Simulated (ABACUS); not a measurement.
**Tl under changes of volume**

One of the cells (28.575 Å³/atom); the others are scaled copies at fixed shape and fractional positions:

```
Tl
1.0
     3.45600    0.00000    0.00000
    -1.72800    2.99298    0.00000
     0.00000    0.00000    5.52500
Tl
2
Cartesian
  1.7280 0.9977 4.1438
  0.0000 1.9953 1.3813
```

| Property | Result |
| --- | --- |
| Program | ABACUS 3.10.1 |
| Functional | PBE |
| Potentials or basis | PseudoDojo NC SR 0.4.1 PBE standard |
| Cutoff | 830 eV |
| Density cutoff | 3320 eV |
| Basis | plane waves |
| k mesh | 9 × 9 × 5 |
| Occupations | fermi-dirac, width 0.05 eV |
| Spin | no spin polarisation |

| volume (Å³/atom) | energy over the lowest point (meV/atom) | pressure (GPa) |
| --- | --- | --- |
| 26.860 | ? | ? |
| 27.432 | 54.17 | 5.3 |
| 28.003 | 37.05 | 4.3 |
| 28.575 | 23.44 | 3.3 |
| 29.146 | 12.95 | 2.5 |
| 29.718 | 5.24 | 1.8 |
| 30.289 | 0.00 | 1.1 |

Task: What does the run at 26.860 Å³/atom give?

Result: Energy over the lowest point 75.23 meV/atom; pressure 6.5 GPa.

Worked out: A Birch-Murnaghan fit of order 3 (a polynomial in V^(-2/3)) to the other rows has no minimum within the range. It gives 75.28 meV/atom at 26.860 Å³/atom, against the run's 75.23, and -dE/dV = 6.5 GPa, against 6.5.

Energies are extrapolated to zero smearing.
